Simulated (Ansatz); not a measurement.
Migration of S in ZnS

Method: Ansatz, DFT PBE, scalar-relativistic, plane waves, PAW. Run with 420 eV cutoff, 2×2×2 k-mesh, Gaussian smearing of 0.02 eV, no spin polarisation.

Host crystal, relaxed:

```xyz
4
Lattice="3.8441 0.0000 0.0000 -1.9220 3.3291 0.0000 0.0000 0.0000 6.3046" Properties=species:S:1:pos:R:3 pbc="T T T"
Zn    0.0000    2.2194    0.0017
Zn    1.9220    1.1097    3.1540
S     0.0000    2.2194    2.3626
S     1.9220    1.1097    5.5149
```

In a supercell of 12 host sites, interstitial S hops to an equivalent place, moving 3.15 Å between the relaxed ends. Climbing-image nudged elastic band at fixed cell with images 0 (start) to 6 (end), the path measured over all atoms, converged to 0.05 eV/Å; the order of the saddle wasn't checked, and the small cell leaves errors of about a tenth of an eV.

Supercell rows in host cell vectors: 0 0 1; -1 -2 0; 2 1 0. S was set at (0.000, 0.000, 0.179) of the host cell.

At the relaxed start S has 1 Zn at 2.42 Å, 2 Zn at 2.43 Å, 2 S at 2.74 Å, 1 S at 2.75 Å.

(1) How high is the barrier, and where does the atom pass?

Answers

(1) 0.16 eV at image 2, where S has 2 Zn at 2.26 Å, 1 Zn at 2.47 Å, 1 S at 2.55 Å, 3 S at 2.91 Å. An image lies below the start, so the start isn't the lowest place along this path.